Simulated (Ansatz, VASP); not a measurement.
Al in VASP and in Ansatz

File INCAR:

```
SYSTEM = Al
ALGO = Normal ; EDIFF = 1E-7
ENCUT = 520 ; ISIF = 2
ISMEAR = -1 ; LASPH = .TRUE.
LCHARG = .FALSE. ; LREAL = .FALSE.
LWAVE = .FALSE. ; NBANDS = 8
NELM = 100 ; PREC = Accurate
SIGMA = 0.08
```

KPOINTS

```
k-points
0
G
  19 19 19
  0 0 0
```

POSCAR

```
Al
1.0
   -1.4020362215      1.4020362215      1.4020362215
    1.4020362215     -1.4020362215      1.4020362215
    1.4020362215      1.4020362215     -1.4020362215
Al
1
Direct
    0.0000000000      0.0000000000      0.0000000000
```

Input for Ansatz:

```yaml
crystal:
  lattice:
    - [-1.4020362215, 1.4020362215, 1.4020362215]
    - [1.4020362215, -1.4020362215, 1.4020362215]
    - [1.4020362215, 1.4020362215, -1.4020362215]
  atoms:
    - { symbol: Al, position: [0.0, 0.0, 0.0] }
kpoints:
  mp_grid: { grid: [19, 19, 19] }
scf:
  occupations: { method: fermi_dirac, width: 0.08 }
hamiltonian:
  xc: lda
  pseudopotentials: { kind: paw }
output:
  forces: true
  stress: true
  eigenvalues: true
  populations: true
```

Change from the starting cell: volume scaled by 0.68, PAW files.

Alike in both runs: task single point; functional LDA; k mesh 19 × 19 × 19; occupations fermi-dirac, width 0.08 eV; no spin polarisation.

|  | VASP | Ansatz |
| --- | --- | --- |
| version | VASP 6.6.1 | Ansatz 0.2.0 |
| potentials or method | VASP PAW LDA potentials, release 64 (Al) | PAW with Ansatz's default frozen-core files, scalar-relativistic |
| plane-wave cutoff (eV) | 520 | 420 |
| valence electrons in the cell | 3 | 3 |

```csv
,VASP,Ansatz,Ansatz less VASP
pressure (GPa),65.6,65.0,-0.60
```

Caveats: the cell as given lies far from equilibrium; so large a pressure means that the cell lies far from this level's equilibrium, or that cutoff or potentials fall short (VASP).
